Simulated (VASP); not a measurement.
# ZnS (P6_3mc) in VASP: a series of runs

Runs on ZnS. Level: LDA. Tasks: single point.

Everything below comes from runs of VASP 6.6.1. Logs are shortened: lines on timing, memory, paths and dates and some standing lists are left out, and cuts for length are marked.

**Measured values to compare with.**

A printed reference work, monograph reports, for a bulk crystal of ZnS at 4 K: band gap 3.911 eV (direct).

The runs below are set against these values where they give the same quantity.

**1. The cell of the first run**

It takes space group P6_3mc (No. 186, hexagonal). The conventional cell has a = 3.742 Å, b = 3.742 Å, c = 12.259 Å, α = 90.00°, β = 90.00°, γ = 120.00°. Within 3.0 Å of Zn (site symmetry 3m) lie 4 S at 2.29 Å. Zn (site symmetry 3m) has 4 S at 2.29 to 2.30 Å within 3.0 Å. S (site symmetry 3m) has 4 Zn at 2.29 Å within 3.0 Å. Within 3.0 Å of S (site symmetry 3m) lie 4 Zn at 2.29 to 2.30 Å.

**2. Single point, LDA**

The input, INCAR:

```
PREC = Accurate
ENCUT = 520
EDIFF = 1E-6
ISMEAR = 0
SIGMA = 0.05
LREAL = False
LASPH = True
NELM = 60
ALGO = Normal
ISIF = 2
LWAVE = False
LCHARG = True
LELF = True
LVHAR = True
NBANDS = 46
```

The input, KPOINTS:

```
regular mesh
0
Gamma
  6 6 2
```

The input, POSCAR:

```
ZnS
1.0
    3.7418546051      0.0000000000      0.0000000000
   -1.8709273026      3.2405411453      0.0000000000
    0.0000000000      0.0000000000     12.2586683531
Zn S
4 4
Direct
    0.0000000000      0.0000000000      0.0001903828
    0.0000000000      0.0000000000      0.5001903828
    0.3333333333      0.6666666667      0.2500608066
    0.6666666667      0.3333333333      0.7500608066
    0.0000000000      0.0000000000      0.1871892179
    0.0000000000      0.0000000000      0.6871892179
    0.3333333333      0.6666666667      0.4375595927
    0.6666666667      0.3333333333      0.9375595927
```

Potentials or basis: VASP PAW LDA potentials, release 64 (Zn, S).

Started as:

```
$ cat potpaw_LDA.64/Zn/POTCAR potpaw_LDA.64/S/POTCAR > POTCAR
$ mpirun -np 1 vasp_std > vasp.out
```

OUTCAR:

```text
PREC = Accurate
   ENCUT = 520
   EDIFF = 1E-6
   ISMEAR = 0
   LREAL = False
   LASPH = True
   NELM = 60
   ISIF = 2

 ion  position               nearest neighbor table
   1  0.000  0.000  0.000-   5 2.29   8 2.29   8 2.29   8 2.29
   2  0.000  0.000  0.500-   6 2.29   7 2.29   7 2.29   7 2.29
   3  0.333  0.667  0.250-   5 2.29   5 2.29   5 2.29   7 2.30
   4  0.667  0.333  0.750-   6 2.29   6 2.29   6 2.29   8 2.30
   5  0.000  0.000  0.187-   1 2.29   3 2.29   3 2.29   3 2.29
   6  0.000  0.000  0.687-   2 2.29   4 2.29   4 2.29   4 2.29
   7  0.333  0.667  0.438-   2 2.29   2 2.29   2 2.29   3 2.30
   8  0.667  0.333  0.938-   1 2.29   1 2.29   1 2.29   4 2.30

  LATTYP: Found a hexagonal cell.
 ALAT       =     3.7418546051
 C/A-ratio  =     3.2760942492

  Lattice vectors:

 A1 = (   3.7418546051,   0.0000000000,   0.0000000000)
 A2 = (  -1.8709273026,   3.2405411453,   0.0000000000)
 A3 = (   0.0000000000,   0.0000000000,  12.2586683531)

Analysis of symmetry for initial positions (statically):
=====================================================================
 Subroutine PRICEL returns:
 Original cell was already a primitive cell.

 Routine SETGRP: Setting up the symmetry group for a
 hexagonal supercell.

 Subroutine GETGRP returns: Found 12 space group operations
 (whereof  6 operations were pure point group operations)
 out of a pool of 24 trial point group operations.

The static configuration has the point symmetry C_3v.
 The point group associated with its full space group is C_6v.

Analysis of symmetry for dynamics (positions and initial velocities):
=====================================================================
 Subroutine PRICEL returns:
 Original cell was already a primitive cell.

 Routine SETGRP: Setting up the symmetry group for a
 hexagonal supercell.

 Subroutine GETGRP returns: Found 12 space group operations
 (whereof  6 operations were pure point group operations)
 out of a pool of 24 trial point group operations.

The dynamic configuration has the point symmetry C_3v.
 The point group associated with its full space group is C_6v.

 Subroutine INISYM returns: Found 12 space group operations
 (whereof  6 operations are pure point group operations),
 and found     1 'primitive' translations

[... 97 lines left out ...]
   EDIFFG = 0.1E-04   stopping-criterion for IOM
   NSW    =      0    number of steps for IOM
   IBRION =     -1    ionic relax: 0-MD 1-quasi-New 2-CG
   NFREE  =      0    steps in history (QN), initial steepest desc. (CG)
   ISIF   =      2    stress and relaxation
   ISYM   =      2    0-nonsym 1-usesym 2-fastsym
   POTIM  = 0.5000    time-step for ionic-motion
   TEBEG  =    0.0;   TEEND  =   0.0 temperature during run
   PSTRESS=    0.0 pullay stress
   NELECT =      72.0000    total number of electrons
   NUPDOWN=      -1.0000    fix difference up-down
   EMIN   =  10.00;   EMAX   =-10.00  energy-range for DOS
   EFERMI =   0.00;   METHOD = LEGACY
   ISMEAR =     0;   SIGMA  =   0.05  broadening in eV -4-tet -1-fermi 0-gaus
   EFERMI_NEDOS =   21; number of points for ismear=-14 and -15
   IALGO  =     38    algorithm
   IMIX   =      4    mixing-type and parameters
     AMIX     =   0.40;   BMIX     =  1.00
     AMIX_MAG =   1.60;   BMIX_MAG =  1.00
  volume/ion in A,a.u.               =      18.58       125.39
  Fermi-wavevector in a.u.,A,eV,Ry     =   1.285690  2.429603 22.490429  1.653000
  Thomas-Fermi vector in A             =   2.417810
   LORBIT       =      0    0 simple, 1 ext, 2 COOP (PROOUT), +10 PAW based schemes
   GGA     = CA    functional components
   LHFCALC =     F    Hartree Fock is set to
   AEXX    =    0.0000 exact exchange contribution
   IVDW    =     0    specifies the selected vdW correction
   LEPSILON=     F    determine dielectric tensor
   LRPA    =     F    only Hartree local field effects (RPA)
 non-spin polarized calculation
 Gauss-broadening in eV      SIGMA  =   0.05
  energy-cutoff  :      520.00
  volume of cell :      148.64
 maximum number of plane-waves:      4022
 NGX is ok and might be reduce to    28
   NGX = 13   NGY = 13   NGZ = 45

 number of electron      71.9999998 magnetization

 Free energy of the ion-electron system (eV)
  ---------------------------------------------------
  ext. energy  EPLUGINS =         0.00000000
  ---------------------------------------------------
  free energy    TOTEN  =       -32.81154975 eV

  energy without entropy =      -32.81154975  energy(sigma->0) =      -32.81154975

 E-fermi :   2.7645     XC(G=0): -10.3123

 val. band max:        2.5238075087   @ k =   0.0000   0.0000   0.0000
 cond. band min:       4.7176892751   @ k =   0.0000   0.0000   0.0000
 fundamental gap:      2.1938817665
 Fermi energy:         2.7645215538

 k-point     1 :       0.0000    0.0000    0.0000
  band No.  band energies     occupation
      1     -11.0380      2.00000
      2     -10.5634      2.00000
      3     -10.5504      2.00000
      4      -9.9698      2.00000
      5      -4.2395      2.00000
      6      -4.2305      2.00000
[... 675 lines left out ...]
     45      10.0315      0.00000
     46      10.0315      0.00000

------------------------ aborting loop because EDIFF is reached ----------------------------------------

  FORCE on cell =-STRESS in cart. coord.  units (eV):
  Direction    XX          YY          ZZ          XY          YZ          ZX
  --------------------------------------------------------------------------------------
  -------------------------------------------------------------------------------------
  Total        0.2761919      0.2761919      0.2105030     -0.0000000      0.0000000      0.0000000
  in kB        2.9769655      2.9769655      2.2689302     -0.0000000      0.0000000      0.0000000
  external PRESSURE =       2.7409537 kB  Pullay stress =       0.0000000 kB

 VOLUME and BASIS-vectors are now :
 -----------------------------------------------------------------------------
  energy-cutoff  :      520.00
  volume of cell :      148.64
      direct lattice vectors                 reciprocal lattice vectors
     3.741854605  0.000000000  0.000000000     0.267247156  0.154295217  0.000000000
    -1.870927303  3.240541145  0.000000000     0.000000000  0.308590434  0.000000000
     0.000000000  0.000000000 12.258668353     0.000000000  0.000000000  0.081574929

 POSITION                                       TOTAL-FORCE (eV/Angst)
 -----------------------------------------------------------------------------------
      0.00000      0.00000      0.00233        -0.000000      0.000000      0.005324
      0.00000      0.00000      6.13167         0.000000     -0.000000      0.005324
     -0.00000      2.16036      3.06541        -0.000000      0.000000      0.004687
      1.87093      1.08018      9.19475         0.000000      0.000000      0.004687
      0.00000      0.00000      2.29469         0.000000     -0.000000     -0.004999
      0.00000      0.00000      8.42402         0.000000      0.000000     -0.004999
     -0.00000      2.16036      5.36390        -0.000000      0.000000     -0.005012
      1.87093      1.08018     11.49323         0.000000      0.000000     -0.005012
 -----------------------------------------------------------------------------------
    total drift:                               -0.000001     -0.000002      0.000460

  FREE ENERGIE OF THE ION-ELECTRON SYSTEM (eV)
  ---------------------------------------------------
  free  energy   TOTEN  =       -32.8115497499 eV

  energy  without entropy=      -32.8115497499  energy(sigma->0) =      -32.81154975
```

OSZICAR:

```text
N       E                     dE             d eps       ncg     rms          rms(c)
DAV:   1     0.600703831615E+03    0.60070E+03   -0.33324E+04  1288   0.193E+03
DAV:   2     0.496062754544E+02   -0.55110E+03   -0.53006E+03  1288   0.448E+02
DAV:   3    -0.304251211724E+02   -0.80031E+02   -0.78757E+02  1416   0.158E+02
DAV:   4    -0.345012819110E+02   -0.40762E+01   -0.40577E+01  1562   0.352E+01
DAV:   5    -0.345667137779E+02   -0.65432E-01   -0.65389E-01  1574   0.455E+00    0.154E+01
DAV:   6    -0.328335955694E+02    0.17331E+01   -0.37264E+00  1876   0.441E+01    0.116E+01
DAV:   7    -0.329194357343E+02   -0.85840E-01   -0.48550E+00  1438   0.902E+00    0.366E+00
DAV:   8    -0.328207758437E+02    0.98660E-01   -0.27630E-01  1640   0.371E+00    0.120E+00
DAV:   9    -0.328114597428E+02    0.93161E-02   -0.11048E-01  1644   0.240E+00    0.412E-01
DAV:  10    -0.328114851122E+02   -0.25369E-04   -0.32134E-03  1568   0.781E-01    0.259E-01
DAV:  11    -0.328115406559E+02   -0.55544E-04   -0.43003E-04  1892   0.296E-01    0.120E-01
DAV:  12    -0.328115516563E+02   -0.11000E-04   -0.71350E-05  1570   0.231E-01    0.502E-02
DAV:  13    -0.328115493024E+02    0.23539E-05   -0.20441E-05  1708   0.677E-02    0.128E-02
DAV:  14    -0.328115497499E+02   -0.44758E-06   -0.63046E-06  1408   0.325E-02
   1 F= -.32811550E+02 E0= -.32811550E+02  d E =-.673464E-13
```

Run time: 72 s. Hardware: 1 thread of AMD EPYC 7R13 (Zen 3), shared host; peak memory 0.21 GiB.

What came out:

```
Free energy            : -32.8115 eV
Pressure               : 0.3 GPa
Largest force          : 0.005 eV/Å
Band gap on the k mesh : 2.19 eV
```

Forces on the atoms (eV/Å):
```
Zn   0.000  0.000  0.005
Zn   0.000  0.000  0.005
Zn   0.000  0.000  0.005
Zn   0.000  0.000  0.005
S    0.000  0.000 -0.005
S    0.000  0.000 -0.005
S    0.000  0.000 -0.005
S    0.000  0.000 -0.005
```

**3. Single point, LDA**

The input, INCAR:

```
SYSTEM = ZnS
ALGO = Normal ; EDIFF = 1E-7
ENCUT = 520 ; ISIF = 2
ISMEAR = 0 ; LASPH = .TRUE.
LCHARG = .FALSE. ; LREAL = .FALSE.
LWAVE = .FALSE. ; NBANDS = 46
NELM = 80 ; PREC = Accurate
SIGMA = 0.02
```

The input, KPOINTS:

```
k-points
0
G
  12 12 4
  0 0 0
```

POSCAR is that of step 2.

Potentials or basis: VASP PAW LDA potentials, release 64 (Zn, S).

Started as:

```
$ cat potpaw_LDA.64/Zn/POTCAR potpaw_LDA.64/S/POTCAR > POTCAR
$ mpirun -np 1 vasp_std > vasp.out
```

Wall time 5 min (1 thread of AMD EPYC 7R13 (Zen 3), shared host); peak memory 0.37 GiB.

It converged, with:

```yaml
Free_energy: -32.8202 eV
Pressure: 0.3 GPa
Largest_force: 0.004 eV/Å
Band_gap_on_the_k_mesh: 2.19 eV
```

Forces in eV/Å, atoms in the order of the input:
```
Zn   0.000  0.000  0.004
Zn   0.000  0.000  0.004
Zn   0.000  0.000  0.003
Zn   0.000  0.000  0.003
S    0.000  0.000 -0.004
S    0.000  0.000 -0.004
S    0.000  0.000 -0.004
S    0.000  0.000 -0.004
```

Levels at points of the mesh, in eV from the valence-band top:
```tsv
k point	band 33	band 34	band 35	band 36	band 37	band 38	band 39	band 40
(0.00, 0.00, 0.00)	-0.52	-0.05	0.00	0.00	2.19	3.12	3.37	3.63
(0.50, 0.00, 0.00)	-1.78	-1.76	-1.25	-0.97	3.11	3.13	3.56	4.16
(0.00, 0.00, 0.50)	-0.16	-0.16	-0.16	-0.16	3.06	3.06	3.26	3.26
(0.50, 0.00, 0.50)	-1.70	-1.70	-1.23	-1.23	3.47	3.47	3.90	3.90
```

**4. Comparison with measurements**

Step 2. Against the measured gap of ZnS, 3.911 eV (direct; 4 K; a printed reference work, monograph), the calculated 2.19 eV is off by -1.72 eV. The value is that of LDA, without temperature or zero-point motion. Semilocal functionals fall short of measured gaps as a rule.

Step 3. Measured gap of ZnS: 3.911 eV (direct; 4 K; a printed reference work, monograph). This calculation gives 2.19 eV (-1.72 eV). The value is that of LDA on a finite k mesh, which can miss the band edges, without temperature or zero-point motion. Semilocal functionals fall short of measured gaps as a rule.
